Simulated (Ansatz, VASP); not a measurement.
# FeO (Wuestite): VASP beside Ansatz

Contents of run.py:

```python
from ase.calculators.vasp import Vasp
from ase.dft.bandgap import bandgap
from ase.spacegroup import crystal

atoms = crystal(
    ['Fe', 'O'],
    basis=[[0.0, 0.0, 0.0], [0.5, 0.0, 0.0]],
    spacegroup=225,
    setting=1,
    cellpar=[4.3108, 4.3108, 4.3108, 90.0, 90.0, 90.0],
    primitive_cell=True,
)
atoms.set_initial_magnetic_moments([3.0, 0.0])
calc = Vasp(
    directory='calc',
    xc='pbe',
    pp='PBE',
    setups='minimal',
    prec='Accurate',
    encut=500,
    ediff=1e-06,
    ismear=0,
    sigma=0.02,
    lreal=False,
    lasph=True,
    nelm=100,
    algo='Normal',
    isif=2,
    lwave=False,
    lcharg=True,
    ispin=2,
    lorbit=11,
    lmaxmix=4,
    lelf=True,
    lvhar=True,
    kpts=[11, 11, 11],
    gamma=True,
    nbands=18,
)
atoms.calc = calc

print('energy (eV):', atoms.get_potential_energy())
print('free energy (eV):', atoms.get_potential_energy(force_consistent=True))
print('forces (eV/A):')
print(atoms.get_forces())
print('stress (eV/A^3, Voigt):', atoms.get_stress())
print('Fermi level (eV):', calc.get_fermi_level())
print('moment (muB):', atoms.get_magnetic_moment())
print('site moments (muB):', atoms.get_magnetic_moments())
gap, top, bottom = bandgap(calc)
print('band gap (eV):', gap, 'from (spin, k, band)', top, 'to', bottom)
```

Contents of input.yaml:

```yaml
crystal:
  lattice:
    - [0.0, 2.1554, 2.1554]
    - [2.1554, 0.0, 2.1554]
    - [2.1554, 2.1554, 0.0]
  atoms:
    - { symbol: Fe, position: [0.0, 0.0, 0.0], spin: 3.0 }
    - { symbol: O, position: [0.5, 0.5, 0.5] }
hamiltonian:
  xc: pbe
  pseudopotentials: { kind: paw }
magnetization:
  spin_polarized: true
kpoints:
  mp_grid: { grid: [11, 11, 11] }
scf:
  occupations: { method: gaussian, width: 0.02 }
output:
  forces: true
  stress: true
  eigenvalues: true
```

Alike in both runs: task single point; functional PBE; k mesh 11 × 11 × 11; occupations gaussian, width 0.02 eV; collinear spin, ferromagnetic start.

|  | VASP | Ansatz |
| --- | --- | --- |
| version | VASP 6.6.1 | Ansatz 0.2.0 |
| potentials or method | VASP PAW PBE potentials, release 64 (Fe, O) | Ansatz PAW |
| plane-wave cutoff (eV) | 500 | 420 |
| valence electrons in the cell | 14 | 22 |

```tsv
	VASP	Ansatz	Ansatz less VASP
gap on the k mesh at the Fermi level (eV)	none	none	-
pressure (GPa)	-0.3	-0.3	+0.04
net moment per atom (μB)	2.00	2.00	+0.001
size of the moment on the site where the two differ most (μB)	3.62	3.45	-0.169
```

Site moments also hang on the region over which each program counts them. A gap of «none» marks a metal or a gap that the smearing closes. The two sets of potentials don't hold the same shells in valence.

Caveats: a cell with one magnetic atom can't hold antiferromagnetic order, which such compounds often take; semilocal functionals often make such compounds metallic where correlation or magnetic order opens a gap, which also shifts bond lengths; the pressure holds a Pulay correction of +0.6 GPa for the finite cutoff (Ansatz). With open d or f shells a metallic result of PBE can be an artefact of self-interaction; +U or a hybrid may open a gap.
